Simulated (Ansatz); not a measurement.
Structure: CaSe (NiAs type), at its r2SCAN minimum. Space group P6_3/mmc (No. 194), hexagonal; a = 4.132 Å, c = 7.163 Å in the conventional setting, 26.47 Å³ an atom. Around Ca lie 6 Se at 2.98 Å; around Se lie 6 Ca at 2.98 Å.

```
CELL_PARAMETERS angstrom
4.13168 0.00000 0.00000
-2.06584 3.57814 0.00000
0.00000 0.00000 7.16250
ATOMIC_POSITIONS crystal
Ca 0.00000 0.00000 0.00000
Ca 0.00000 0.00000 0.50000
Se 0.33333 0.66667 0.25000
Se 0.66667 0.33333 0.75000
```

The questions ask for values computed with Ansatz on this geometry. Non-magnetic throughout. Whether this structure exists isn't addressed.

Problem. What gap does r2SCAN give, and where are the band edges?

Solution. r2SCAN gives an indirect gap of 2.68 eV, from Γ to M; the least direct gap is 2.92 eV at Γ.

Problem. How does the gap change from r2SCAN to LDA (12×12×4)?

Solution. LDA gives an indirect gap of 2.04 eV, from Γ to M; the least direct gap is 2.27 eV at Γ. The gap differs by -0.64 eV from r2SCAN's.

Problem. What does HSE06 give for the gap (6×6×4 mesh)?

Solution. The HSE06 gap is indirect, 3.20 eV (Γ to M), below the direct gap of 3.53 eV at Γ. The gap differs by +0.52 eV from r2SCAN's.

Problem. How does the gap change from r2SCAN to DDH-PBE0 (6×6×4)?

Solution. With DDH-PBE0 the valence top lies at Γ and the conduction bottom at M, 3.40 eV higher; the smallest vertical gap, at Γ, is 3.70 eV. The share of exact exchange is 0.179. The gap differs by +0.72 eV from r2SCAN's.

Problem. How does the gap change from r2SCAN to PBE0 (6×6×4)?

Solution. PBE0 gives an indirect gap of 3.89 eV, from Γ to M; the least direct gap is 4.22 eV at Γ. The gap differs by +1.21 eV from r2SCAN's.

Problem. What does G0W0@PBE with 316 empty bands, a screening cutoff of 120 eV and a 6×6×2 mesh give?

Solution. 3.93 eV (the shift on the mesh added to PBE's least gap). The quasiparticle gap on this mesh is 3.93 eV (Γ to M), against 2.20 eV from PBE: +1.73 eV. Renormalisation factors Z lie between 0.76 and 0.80. G0W0 values are finite-basis, finite-mesh values.

Problem. Roughly how does the cost of the PBE+SOC run (12×12×4) compare with r2SCAN's (12×12×4)?

Solution. About 4 times as much (110 core-seconds against 30 core-seconds, on 2 threads of Arm Neoverse V1, on a shared host).

Problem. How strongly does the crystal screen a field with clamped ions (r2SCAN)?

Solution. The clamped-ion dielectric constant comes out as 5.01 along x and y, 5.10 along z. Born charges, averaged over directions: Ca +2.33, Se -2.33 e.

Problem. Relaxed again with PBEsol, is the cell stable at the zone centre, and where do its optical modes lie?

Solution. All optical modes at Γ are real, from 112 to 285 cm⁻¹ without the longitudinal term; this says nothing of other wave vectors. The long-range field leaves the highest mode where it is. The program warns that the force constants, and all that is formed from them, aren't settled on this k mesh.

Only the levels marked +SOC include spin-orbit coupling.

The meshes of the hybrids are coarse, so their gaps aren't converged to the digits shown.
